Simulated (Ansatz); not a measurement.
**TiCo: shifting one sublattice**

The task, for TiCo: measure how stiffly every Ti atom is held.

Program: Ansatz 0.2.0. Level of theory: DFT PBEsol, scalar-relativistic, plane waves, PAW. These are calculated values, not measurements.

4 further runs of the same task are left out: 1 that didn't finish, 3 set aside as unsound or not needed.

## 1. The structure to begin with

Symmetry: Pm-3m, No. 221, cubic system. Conventional cell: a = 2.939 Å, b = 2.939 Å, c = 2.939 Å, α = 90.00°, β = 90.00°, γ = 90.00°. Ti (site symmetry m-3m) is surrounded by 8 Co at 2.54 Å. Co (site symmetry m-3m) has 8 Ti at 2.54 Å as nearest neighbours.

Coordinates:

```
CELL_PARAMETERS angstrom
2.93851 0.00000 0.00000
0.00000 2.93851 0.00000
0.00000 0.00000 2.93851
ATOMIC_POSITIONS crystal
Ti 0.00000 0.00000 0.00000
Co 0.50000 0.50000 0.50000
```

It goes back to an entry of the Materials Project, which need not be the stable form.

It is the result of an earlier relaxation at this level (volume 12.69 Å³/atom; gap on the mesh: none (metal), site moments up to 0.7 μB).

## 2. The undisturbed cell

input.yaml reads:

```yaml
crystal:
  lattice:
    - [2.9385073288, 0.0, 0.0]
    - [0.0, 2.9385073288, 0.0]
    - [0.0, 0.0, 2.9385073288]
  atoms:
    - { symbol: Ti, position: [0.0, 0.0, 0.0] }
    - { symbol: Co, position: [0.5, 0.5, 0.5], spin: 0.75 }
basis:
  ecutwfc: 420
kpoints:
  mp_grid: { grid: [20, 20, 20] }
hamiltonian:
  xc: pbesol
scf:
  occupations: { method: gaussian, width: 0.15 }
output:
  forces: true
  stress: true
  eigenvalues: true
  populations: true
magnetization:
  spin_polarized: true
```

Launch:

```
$ ansatz run input.yaml --threads 1 --pin off --max-ram 2560MiB --backend cpu --events-out ev --progress --plain --runs-dir out
```

The log of the run (excerpt; [...] marks lines left out):

```text
Warning: RAYON_NUM_THREADS=1 ignored (pool sized by the plan → 1); use --threads N
[...]
Pseudopotentials: kind: paw
Pseudopotential: Ti, paw, valence charge 12, recommended cutoff 420 eV (normal), Ti.paw.azcp
Pseudopotential: Co, paw, valence charge 17, recommended cutoff 420 eV (normal), Co.paw.azcp
Functional definition: PBEsol
[...]
Crystal: 2 atoms, lattice volume = 25.373 Å³
Basis set: ecut = 420 eV, 485 PW (Γ), exchange–correlation on 40×40×40 points (8 copies of the dense FFT grid, shifted against one another)
Bands: 19, of which v1, the nominal top of the filled ones, is band 15 counted from 1 (14 counted from 0)
Symmetry: 48 space group operations
Space group: Pm-3m (ITA 221), of the structure as read, at distance tolerance 2.9e-5 Å
Magnetic group: BNS 221.92 (UNI 1594), of the structure as read, at distance tolerance 2.9e-5 Å
k-points: 286 of 8000
[...]
Starting moments: Σ|m| = 0.75 μB on 1 of 2 sites
[...]
SCF iter   1: F=—  HF=-7567.744390 eV  |F-HF|=—  |Δ(HF+E_count)|=         —  Δρ=8.73e-2 (↑3.72e-2 ↓8.73e-2)  dr2=2.21e0  dr2_m=2.26e-1  M=0.886 μB ∫|m|=1.038 μB  β_m=0.30  ethr=3.10e-3  ⟨swp⟩=3.9  Hψ=40621  notcnv=0
[...]
SCF iter  15: F=-7567.724007 eV  HF=-7567.724007 eV  |F-HF|=2.02e-10  |Δ(HF+E_count)|=  1.86e-10  Δρ=7.39e-7 (↑2.88e-7 ↓7.39e-7)  dr2=2.27e-10  dr2_m=1.52e-11  M=0.680 μB ∫|m|=0.789 μB  ethr=1.76e-12  ⟨swp⟩=1.4  Hψ=28094  notcnv=0
[...]
the search or the solves at the SCF's close seem to have found levels that the self-consistency loop had missed (the run counts 1). By its estimate they hold under 1e-12 electrons; where the run keeps them, the occupations were computed again with them
SCF converged after 15 iterations
Magnetization: 0.6803 μB (14.8402 up, 14.1598 down)
Absolute magnetization: 0.7944 μB (∫|ρ↑−ρ↓|, with the PAW one-centre terms)
Spin contamination: 0.0397 ħ² per cell (⟨S²⟩ above its minimum at these occupations)
Per-site moments (μB) at R_I (Å): [(-0.0042971821204528075, 1.0497390733283654), (0.7202319428349516, 1.0497390733283654)]
Free energy (F): -7567.724007 eV
[...]
E sigma→0 (E₀):  -7567.711884 eV
Entropy (-TS):   -0.024245 eV (-12.123 meV/atom)
Fermi energy:    17.466843 eV
[...]
--- Forces (eV/Å), atoms counted from 1 ---
  atom   1  Ti    -0.00000000     0.00000000    -0.00000000
  atom   2  Co     0.00000000    -0.00000000     0.00000000
[...]
--- Stress (GPa, compression-positive) ---
        0.272790      -0.000000       0.000000
        0.000000       0.272790       0.000000
       -0.000000       0.000000       0.272790
  P = ⅓ Tr σ = 0.2728 GPa (2.728 kbar)
--- Band table (eV; the first three rows and the last of 572) ---
  k-point 0 ↑: bands = ["-77.8273", "-41.2342", "-41.2342", "-41.2342", "-39.3383", "-15.5336", "-15.5336", "-15.5336", "9.5274", "13.1267", "13.1267", "15.6166", "15.6166", "15.6166", "18.0582", "18.0582", "20.3438", "20.3438", "20.3438"]
[...]
--- Löwdin populations: 2 sites ---
  site symbol       q [e]    m [muB]
     0     Ti     11.8324    -0.0028
     1     Co     16.8246     0.7081
  spilling = 0.011827 (of n_electrons = 29.000000)
```

It took 17 s on 1 thread of Intel Xeon 6975P-C (Granite Rapids), shared host; peak memory 0.57 GiB.

Per atom:

```
atom  moment in the atom's sphere (μB)  Löwdin electrons
 Ti1                              0.00             11.83
 Co2                              0.72             16.82
```

The Löwdin counts miss 0.34 of the 29 electrons, which the atomic orbitals do not span, so they are no charges.

The reference gives a free energy of -7567.7240 eV, pressure 0.27 GPa, largest force 0.000 eV/Å and gap on the mesh none (metal).

## 3. The scan: shifting one sublattice

Every Ti atom is moved by x along the Cartesian unit vector (-0.577, -0.577, -0.577); the cell and all other atoms stay fixed. Forces below are components along that vector, summed over the moved atoms.

## 4. x = -0.100 Å

Edit input.yaml of step 2 so:

```diff
@@ -6,3 +6,3 @@
   atoms:
-    - { symbol: Ti, position: [0.0, 0.0, 0.0] }
+    - { symbol: Ti, position: [0.0196477396, 0.0196477396, 0.0196477396] }
     - { symbol: Co, position: [0.5, 0.5, 0.5], spin: 0.75 }
```

Launch:

```
$ ansatz run input.yaml --threads 1 --pin off --max-ram 2560MiB --backend cpu --events-out ev --progress --plain --runs-dir out
```

The log of the run (excerpt; [...] marks lines left out):

```text
Warning: RAYON_NUM_THREADS=1 ignored (pool sized by the plan → 1); use --threads N
[...]
[... 4 set-up lines as earlier in the session ...]
[...]
Crystal: 2 atoms, lattice volume = 25.373 Å³
Basis set: ecut = 420 eV, 485 PW (Γ), exchange–correlation on 40×40×40 points (8 copies of the dense FFT grid, shifted against one another)
Bands: 19, of which v1, the nominal top of the filled ones, is band 15 counted from 1 (14 counted from 0)
Symmetry: 6 space group operations
Space group: R3m (ITA 160), of the structure as read, at distance tolerance 2.9e-5 Å
Magnetic group: BNS 160.65 (UNI 1295), of the structure as read, at distance tolerance 2.9e-5 Å
k-points: 781 of 8000 (time reversal used)
[...]
Free energy (F): -7567.697237 eV
[...]
E sigma→0 (E₀):  -7567.684478 eV
Entropy (-TS):   -0.025518 eV (-12.759 meV/atom)
Fermi energy:    17.464422 eV
[...]
--- Forces (eV/Å), atoms counted from 1 ---
  atom   1  Ti    -0.30756970    -0.30756970    -0.30756970
  atom   2  Co     0.30757637     0.30757637     0.30757637
[...]
--- Stress (GPa, compression-positive) ---
        0.753866       0.097508       0.097508
        0.097508       0.753866       0.097508
        0.097508       0.097508       0.753866
  P = ⅓ Tr σ = 0.7539 GPa (7.539 kbar)
--- Band table (eV; the first three rows and the last of 1562) ---
  k-point 0 ↑: bands = ["-77.7991", "-41.2144", "-41.2047", "-41.2047", "-39.3373", "-15.5362", "-15.5340", "-15.5340", "9.5328", "13.1408", "13.1408", "15.6059", "15.6429", "15.6429", "18.0487", "18.0487", "20.3241", "20.3241", "20.3604"]
[...]
--- Löwdin populations: 2 sites ---
  site symbol       q [e]    m [muB]
     0     Ti     11.8317     0.0026
     1     Co     16.8274     0.6727
  spilling = 0.011755 (of n_electrons = 29.000000)
```

It took 72 s on 1 thread of Intel Xeon 6975P-C (Granite Rapids), shared host; peak memory 1.1 GiB.

Per atom:

```
atom  moment in the atom's sphere (μB)  Löwdin electrons
 Ti1                              0.00             11.83
 Co2                              0.68             16.83
```

The Löwdin counts miss 0.34 of the 29 electrons, which the atomic orbitals do not span, so they are no charges.

## 5. x = 0.075 Å

Edit input.yaml of step 4 so:

```diff
@@ -6,3 +6,3 @@
   atoms:
-    - { symbol: Ti, position: [0.0196477396, 0.0196477396, 0.0196477396] }
+    - { symbol: Ti, position: [-0.0147358047, -0.0147358047, -0.0147358047] }
     - { symbol: Co, position: [0.5, 0.5, 0.5], spin: 0.75 }
```

Launch:

```
$ ansatz run input.yaml --threads 1 --pin off --max-ram 2560MiB --backend cpu --events-out ev --progress --plain --runs-dir out
```

The log of the run (excerpt; [...] marks lines left out):

```text
[...]
the search or the solves at the SCF's close seem to have found levels that the self-consistency loop had missed (the run counts 2). By its estimate they hold under 1e-12 electrons; where the run keeps them, the occupations were computed again with them
SCF converged after 16 iterations
Magnetization: 0.6651 μB (14.8325 up, 14.1675 down)
Absolute magnetization: 0.7727 μB (∫|ρ↑−ρ↓|, with the PAW one-centre terms)
Spin contamination: 0.0383 ħ² per cell (⟨S²⟩ above its minimum at these occupations)
Per-site moments (μB) at R_I (Å): [(-0.0007336088564899708, 1.0188015733873137), (0.6982706681863918, 1.0188015733873137)]
Free energy (F): -7567.708917 eV
[...]
E sigma→0 (E₀):  -7567.696444 eV
Entropy (-TS):   -0.024946 eV (-12.473 meV/atom)
Fermi energy:    17.465520 eV
[...]
--- Forces (eV/Å), atoms counted from 1 ---
  atom   1  Ti     0.23171466     0.23171466     0.23171466
  atom   2  Co    -0.23171381    -0.23171381    -0.23171381
[...]
--- Stress (GPa, compression-positive) ---
        0.544351       0.053805       0.053805
        0.053805       0.544351       0.053805
        0.053805       0.053805       0.544351
  P = ⅓ Tr σ = 0.5444 GPa (5.444 kbar)
--- Band table (eV; the first three rows and the last of 1562) ---
  k-point 0 ↑: bands = ["-77.8120", "-41.2236", "-41.2181", "-41.2181", "-39.3377", "-15.5350", "-15.5338", "-15.5338", "9.5304", "13.1343", "13.1343", "15.6103", "15.6311", "15.6311", "18.0526", "18.0526", "20.3326", "20.3326", "20.3530"]
[...]
--- Löwdin populations: 2 sites ---
  site symbol       q [e]    m [muB]
     0     Ti     11.8321     0.0003
     1     Co     16.8261     0.6889
  spilling = 0.011787 (of n_electrons = 29.000000)
```

Run time: 70 s. Hardware: 1 thread of Intel Xeon 6975P-C (Granite Rapids), shared host; peak memory 1 GiB.

## 6. Point x = -0.050 Å

Edit input.yaml of step 5 so:

```diff
@@ -6,3 +6,3 @@
   atoms:
-    - { symbol: Ti, position: [-0.0147358047, -0.0147358047, -0.0147358047] }
+    - { symbol: Ti, position: [0.0098238698, 0.0098238698, 0.0098238698] }
     - { symbol: Co, position: [0.5, 0.5, 0.5], spin: 0.75 }
```

Launch:

```
$ ansatz run input.yaml --threads 1 --pin off --max-ram 2560MiB --backend cpu --events-out ev --progress --plain --runs-dir out
```

The log of the run (excerpt; [...] marks lines left out):

```text
[...]
the search or the solves at the SCF's close seem to have found levels that the self-consistency loop had missed (the run counts 2). By its estimate they hold under 1e-12 electrons; where the run keeps them, the occupations were computed again with them
SCF converged after 16 iterations
Magnetization: 0.6737 μB (14.8369 up, 14.1631 down)
Absolute magnetization: 0.7850 μB (∫|ρ↑−ρ↓|, with the PAW one-centre terms)
Spin contamination: 0.0391 ħ² per cell (⟨S²⟩ above its minimum at these occupations)
Per-site moments (μB) at R_I (Å): [(-0.0023187356141677854, 1.0291140733676643), (0.7102015940120003, 1.0291140733676643)]
Free energy (F): -7567.717291 eV
[...]
E sigma→0 (E₀):  -7567.705015 eV
Entropy (-TS):   -0.024552 eV (-12.276 meV/atom)
Fermi energy:    17.466270 eV
[...]
--- Forces (eV/Å), atoms counted from 1 ---
  atom   1  Ti    -0.15492913    -0.15492913    -0.15492913
  atom   2  Co     0.15492754     0.15492754     0.15492754
[...]
--- Stress (GPa, compression-positive) ---
        0.393652       0.023570       0.023570
        0.023570       0.393652       0.023570
        0.023570       0.023570       0.393652
  P = ⅓ Tr σ = 0.3937 GPa (3.937 kbar)
--- Band table (eV; the first three rows and the last of 1562) ---
  k-point 0 ↑: bands = ["-77.8207", "-41.2296", "-41.2272", "-41.2272", "-39.3380", "-15.5342", "-15.5337", "-15.5337", "9.5288", "13.1300", "13.1300", "15.6137", "15.6230", "15.6230", "18.0556", "18.0556", "20.3388", "20.3388", "20.3479"]
[...]
--- Löwdin populations: 2 sites ---
  site symbol       q [e]    m [muB]
     0     Ti     11.8323    -0.0014
     1     Co     16.8252     0.6998
  spilling = 0.011809 (of n_electrons = 29.000000)
```

Run time: 70 s. Hardware: 1 thread of Intel Xeon 6975P-C (Granite Rapids), shared host; peak memory 1 GiB.

## 7. x = 0.025 Å

Edit input.yaml of step 6 so:

```diff
@@ -6,3 +6,3 @@
   atoms:
-    - { symbol: Ti, position: [0.0098238698, 0.0098238698, 0.0098238698] }
+    - { symbol: Ti, position: [-0.0049119349, -0.0049119349, -0.0049119349] }
     - { symbol: Co, position: [0.5, 0.5, 0.5], spin: 0.75 }
```

Launch:

```
$ ansatz run input.yaml --threads 1 --pin off --max-ram 2560MiB --backend cpu --events-out ev --progress --plain --runs-dir out
```

The log of the run (excerpt; [...] marks lines left out):

```text
Warning: RAYON_NUM_THREADS=1 ignored (pool sized by the plan → 1); use --threads N
[...]
[... 4 set-up lines as earlier in the session ...]
[...]
Crystal: 2 atoms, lattice volume = 25.373 Å³
Basis set: ecut = 420 eV, 485 PW (Γ), exchange–correlation on 40×40×40 points (8 copies of the dense FFT grid, shifted against one another)
Bands: 19, of which v1, the nominal top of the filled ones, is band 15 counted from 1 (14 counted from 0)
[... 2 set-up lines as earlier in the session ...]
Magnetic group: BNS 160.65 (UNI 1295), of the structure as read, at distance tolerance 2.9e-5 Å
k-points: 781 of 8000 (time reversal used)
[...]
Free energy (F): -7567.722327 eV
[...]
E sigma→0 (E₀):  -7567.710166 eV
Entropy (-TS):   -0.024321 eV (-12.161 meV/atom)
Fermi energy:    17.466696 eV
[...]
--- Forces (eV/Å), atoms counted from 1 ---
  atom   1  Ti     0.07759536     0.07759536     0.07759536
  atom   2  Co    -0.07759339    -0.07759339    -0.07759339
[...]
--- Stress (GPa, compression-positive) ---
        0.302832       0.005841       0.005841
        0.005841       0.302832       0.005841
        0.005841       0.005841       0.302832
  P = ⅓ Tr σ = 0.3028 GPa (3.028 kbar)
--- Band table (eV; the first three rows and the last of 1562) ---
  k-point 0 ↑: bands = ["-77.8257", "-41.2331", "-41.2325", "-41.2325", "-39.3383", "-15.5338", "-15.5337", "-15.5337", "9.5278", "13.1275", "13.1275", "15.6159", "15.6182", "15.6182", "18.0575", "18.0575", "20.3426", "20.3426", "20.3448"]
[...]
--- Löwdin populations: 2 sites ---
  site symbol       q [e]    m [muB]
     0     Ti     11.8324    -0.0024
     1     Co     16.8247     0.7061
  spilling = 0.011822 (of n_electrons = 29.000000)
```

Wall time 66 s (1 thread of Intel Xeon 6975P-C (Granite Rapids), shared host); peak memory 1 GiB.

## 8. x = 0.087 Å

Edit input.yaml of step 7 so:

```diff
@@ -6,3 +6,3 @@
   atoms:
-    - { symbol: Ti, position: [-0.0049119349, -0.0049119349, -0.0049119349] }
+    - { symbol: Ti, position: [-0.0171917722, -0.0171917722, -0.0171917722] }
     - { symbol: Co, position: [0.5, 0.5, 0.5], spin: 0.75 }
```

Launch:

```
$ ansatz run input.yaml --threads 1 --pin off --max-ram 2560MiB --backend cpu --events-out ev --progress --plain --runs-dir out
```

The log of the run (excerpt; [...] marks lines left out):

```text
Warning: RAYON_NUM_THREADS=1 ignored (pool sized by the plan → 1); use --threads N
[...]
[... 4 set-up lines as earlier in the session ...]
[...]
Crystal: 2 atoms, lattice volume = 25.373 Å³
Basis set: ecut = 420 eV, 485 PW (Γ), exchange–correlation on 40×40×40 points (8 copies of the dense FFT grid, shifted against one another)
Bands: 19, of which v1, the nominal top of the filled ones, is band 15 counted from 1 (14 counted from 0)
[... 2 set-up lines as earlier in the session ...]
Magnetic group: BNS 160.65 (UNI 1295), of the structure as read, at distance tolerance 2.9e-5 Å
k-points: 781 of 8000 (time reversal used)
[...]
Free energy (F): -7567.703488 eV
[...]
E sigma→0 (E₀):  -7567.690884 eV
Entropy (-TS):   -0.025209 eV (-12.604 meV/atom)
Fermi energy:    17.465019 eV
[...]
--- Forces (eV/Å), atoms counted from 1 ---
  atom   1  Ti     0.26978692     0.26978692     0.26978692
  atom   2  Co    -0.26978821    -0.26978821    -0.26978821
[...]
--- Stress (GPa, compression-positive) ---
        0.641809       0.073901       0.073901
        0.073901       0.641809       0.073901
        0.073901       0.073901       0.641809
  P = ⅓ Tr σ = 0.6418 GPa (6.418 kbar)
--- Band table (eV; the first three rows and the last of 1562) ---
  k-point 0 ↑: bands = ["-77.8061", "-41.2194", "-41.2120", "-41.2120", "-39.3375", "-15.5356", "-15.5338", "-15.5338", "9.5316", "13.1372", "13.1372", "15.6082", "15.6365", "15.6365", "18.0508", "18.0508", "20.3286", "20.3286", "20.3564"]
[...]
--- Löwdin populations: 2 sites ---
  site symbol       q [e]    m [muB]
     0     Ti     11.8319     0.0014
     1     Co     16.8267     0.6815
  spilling = 0.011772 (of n_electrons = 29.000000)
```

Run time: 70 s. Hardware: 1 thread of Intel Xeon 6975P-C (Granite Rapids), shared host; peak memory 1 GiB.

## 9. All points together

All points in order; energies are free energies above the reference cell:

```
 x (Å)  ΔE (meV/cell)  force on the moved atoms (eV/Å)  pressure (GPa)  moment (μB/cell)
-0.100           26.8                            0.533             0.8              0.65
-0.050            6.7                            0.268             0.4              0.67
 0.000            0.0                            0.000             0.3              0.68
 0.025            1.7                           -0.134             0.3              0.68
 0.075           15.1                           -0.401             0.5              0.67
 0.087           20.5                           -0.467             0.6              0.66
```

Not run, since symmetry makes them alike: 0.100 repeats -0.100, -0.075 repeats 0.075, 0.050 repeats -0.050, -0.025 repeats 0.025. Energy, pressure and gap are the same there.

## 10. Outcome

| quantity | value |
| --- | --- |
| force constant along x, from the points at -0.050, 0 and 0.025 Å | 5.37 eV/Å² |

The restoring force grows by 5.37 eV/Å per Å near the site. The undisturbed cell stays the lowest of the sampled points.
